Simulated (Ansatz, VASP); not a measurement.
# ZnS: VASP beside Ansatz

Contents of INCAR:

```
SYSTEM = ZnS
ALGO = Normal
EDIFF = 1E-7
ENCUT = 520
GGA = PE
ISIF = 2
ISMEAR = -1
LASPH = .TRUE.
LCHARG = .FALSE.
LREAL = .FALSE.
LWAVE = .FALSE.
NBANDS = 16
NELM = 60
PREC = Accurate
SIGMA = 0.01
```

The input KPOINTS:

```
k-points
0
G
  8 8 8
  0 0 0
```

POSCAR

```
ZnS
1.0
    0.0000000000      2.7046500000      2.7857895000
    2.7046500000      0.0000000000      2.7857895000
    2.7046500000      2.7046500000      0.0000000000
Zn S
1 1
Direct
    0.0000000000      0.0000000000      0.0000000000
    0.7500000000      0.7500000000      0.7500000000
```

Input for Ansatz:

```yaml
crystal:
  lattice:
    - [0.0, 2.70465, 2.7857895]
    - [2.70465, 0.0, 2.7857895]
    - [2.70465, 2.70465, 0.0]
  atoms:
    - { symbol: Zn, position: [0.0, 0.0, 0.0] }
    - { symbol: S, position: [0.75, 0.75, 0.75] }
kpoints:
  mp_grid: { grid: [8, 8, 8] }
  band_path:
    path:
      - [0.0, 0.0, 0.0]
      - [0.5, 0.0, 0.5]
      - [0.75, 0.25, 0.5]
      - [0.5, 0.5, 0.5]
      - [0.0, 0.0, 0.0]
      - [0.5, 0.5, 0.0]
      - [0.6321755114, 0.6321755114, 0.2643510227]
      - [0.3678244886, 0.3678244886, 0.7356489773]
      - [0.0, 0.0, 0.0]
    npoints: 5
scf:
  occupations: { method: fermi_dirac, width: 0.01 }
hamiltonian:
  xc: pbe
  pseudopotentials: { kind: all_electron, lapw: { basis_error: 0.00025 } }
output:
  forces: true
  stress: true
  eigenvalues: true
```

Change from the starting cell: zz strain of +3 %.

Alike in both runs: task single point; functional PBE; k mesh 8 × 8 × 8; occupations fermi-dirac, width 0.01 eV; no spin polarisation.

```csv
,VASP,Ansatz
version,VASP 6.6.1,Ansatz 0.2.0
potentials or method,"VASP PAW PBE potentials, release 64 (Zn, S)","all-electron LAPW, scalar-relativistic"
plane-wave cutoff (eV),520,see its input
```

```tsv
	VASP	Ansatz	Ansatz less VASP
gap on the k mesh at the Fermi level (eV)	1.93	1.93	-0.001
pressure (GPa)	-0.6	-0.7	-0.13
largest component of the traceless stress (GPa)	0.85	0.86	+0.005
```

Ansatz ran all-electron here, so the differences hold the error of VASP's frozen core and of both bases.
